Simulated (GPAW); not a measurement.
A run of GPAW 26.7.0:

The input run.py:

```python
from ase import Atoms
from ase.dft.bandgap import bandgap
from ase.io import write
from ase.units import GPa
from gpaw import GPAW, PW, setup_paths

setup_paths.insert(0, '.')

atoms = Atoms(['Ca'],
              cell=[[0.0, 2.7942, 2.7942],
                    [2.7942, 0.0, 2.7942],
                    [2.7942, 2.7942, 0.0]],
              scaled_positions=[[0.0, 0.0, 0.0]],
              pbc=True)

calc = GPAW(mode=PW(600),
            xc='AM05',
            kpts={'size': (8, 8, 8), 'gamma': True},
            occupations={'name': 'fermi-dirac', 'width': 0.05},
            nbands=12,
            convergence={'density': 1e-05, 'energy': 1e-05},
            maxiter=150,
            txt='gpaw.txt')
atoms.calc = calc
energy = atoms.get_potential_energy()
forces = atoms.get_forces()
stress = atoms.get_stress()
calc.write('gs.gpw')
write('result.traj', atoms)
print(f'Energy: {energy:.6f} eV')
print('Forces (eV/A):')
print(forces.round(4))
print('Stress (GPa):', (stress / GPa).round(3))
print('Fermi level:', round(calc.get_fermi_level(), 4), 'eV')
print(f'Gap: {bandgap(calc)[0]:.4f} eV, direct: {bandgap(calc, direct=True)[0]:.4f} eV')
```

Potentials or basis: PAW data sets generated in the run's folder for this functional, pw.

Launch:

```console
$ gpaw-setup -f AM05 Ca
$ OMP_NUM_THREADS=1 python run.py
```

Hardware: 1 thread of Arm Neoverse V1, with other jobs on the host.

Problem. Estimate the wall time of this run.

Solution. Run time: 16 s on 1 thread of Arm Neoverse V1 (shared host), peak memory 0.14 GiB. Counts: scf iterations 11, plane waves 1475, bands 12, k points 29.
